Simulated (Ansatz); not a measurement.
Computed with Ansatz, DFT, RPBE, plane waves (420 eV) with PAW, scalar-relativistic. (PAW data from PBE, frozen cores regenerated.)

An element in the omega (AlB2-type) structure gives this curve. The cell is scaled uniformly from the relaxed one, with fractional coordinates and shape fixed. Energies are extrapolated to zero smearing, pressures are those at the given smearing. Magnetic state: spin not included.

| V (Å³/atom) | E − E₀ (meV/atom) | P (GPa) |
| --- | --- | --- |
| 17.482 | 67.5 | 10.21 |
| 18.277 | 27.8 | 6.05 |
| 19.072 | 6.5 | 2.73 |
| 19.866 | 0.0 | 0.07 |
| 20.661 | 5.4 | -2.07 |
| 21.456 | 20.4 | -3.79 |
| 22.250 | 43.1 | -5.16 |

(1) Which element is it?
A. tantalum
B. germanium
C. gold
D. titanium

Answers

(1) B. Its fit is V₀ = 19.87 Å³/atom, B₀ = 60 GPa, B₀′ = 4.5.
